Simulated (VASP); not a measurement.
A run of VASP 6.6.1 is set up as follows.

The input INCAR:

```
SYSTEM = TiS2
ALGO = Normal
EDIFF = 1E-6
ENCUT = 520
GGA = CA
ISIF = 2
ISMEAR = 1
LASPH = .True.
LCHARG = .False.
LMAXMIX = 4
LREAL = .False.
LWAVE = .False.
NBANDS = 19
NELM = 80
PREC = Accurate
SIGMA = 0.1
```

Contents of KPOINTS:

```
k-points
0
Gamma
  12 12 7
  0 0 0
```

POSCAR

```
TiS2                                    
1.0
    3.3584555061      0.0000000000      0.0000000000
   -1.6792277531      2.9085077858      0.0000000000
    0.0000000000      0.0000000000      5.5230876405
  Ti              S             
     1     2
Direct
     0.0000000000000000    0.0000000000000000    0.0000000000000000
     0.3333333332999970    0.6666666667000030    0.2587672932822827
     0.6666666667000030    0.3333333332999970    0.7412327067177173
```

Contents of KPOINTS_OPT:

```
explicit points
258
Reciprocal
 0.0000000000  0.0000000000  0.0000000000 1
 0.0263157895  0.0000000000  0.0000000000 1
 0.0526315789  0.0000000000  0.0000000000 1
 0.0789473684  0.0000000000  0.0000000000 1
 0.1052631579  0.0000000000  0.0000000000 1
 0.1315789474  0.0000000000  0.0000000000 1
[... 250 lines left out ...]
 0.5000000000  0.0000000000  0.0317235600 1
 0.5000000000  0.0000000000 -0.0317235600 1
```

Potentials or basis: VASP PAW LDA potentials, release 64 (Ti_sv, S).

Command:

```console
$ cat potpaw_LDA.64/Ti_sv/POTCAR potpaw_LDA.64/S/POTCAR > POTCAR
$ mpirun -np 1 vasp_std > vasp.out
```

Q: Estimate the pressure.

A: -3.5 GPa.

Q: Predict the largest force.

A: 0.277 eV/Å.

Levels at the corners of the path, in eV from the Fermi level:
```
point  band 9  band 10  band 11  band 12  band 13  band 14  band 15  band 16
    Γ   -2.74     0.22     0.22     0.22     0.52     0.52     0.83     3.51
    M   -3.04    -2.88    -2.60    -1.60     0.16     1.63     2.08     3.78
    M   -3.04    -2.88    -2.60    -1.60     0.16     1.63     2.08     3.78
    K   -4.27    -2.75    -2.75    -2.31     1.25     1.91     1.91     3.07
    K   -4.27    -2.75    -2.75    -2.31     1.25     1.91     1.91     3.07
    Γ   -2.74     0.22     0.22     0.22     0.52     0.52     0.83     3.51
    Γ   -2.74     0.22     0.22     0.22     0.52     0.52     0.83     3.51
    A   -2.67    -2.67    -0.04    -0.04     0.49     0.49     1.57     3.95
    A   -2.67    -2.67    -0.04    -0.04     0.49     0.49     1.57     3.95
    L   -2.91    -2.87    -1.11    -1.10    -0.18     1.63     2.04     3.40
    L   -2.91    -2.87    -1.11    -1.10    -0.18     1.63     2.04     3.40
    H   -3.84    -3.29    -2.19    -2.19     1.27     1.46     1.46     3.93
    H   -3.84    -3.29    -2.19    -2.19     1.27     1.46     1.46     3.93
    A   -2.67    -2.67    -0.04    -0.04     0.49     0.49     1.57     3.95
    L   -2.91    -2.87    -1.11    -1.10    -0.18     1.63     2.04     3.40
    M   -3.04    -2.88    -2.60    -1.60     0.16     1.63     2.08     3.78
    K   -4.27    -2.75    -2.75    -2.31     1.25     1.91     1.91     3.07
    H   -3.84    -3.29    -2.19    -2.19     1.27     1.46     1.46     3.93
```
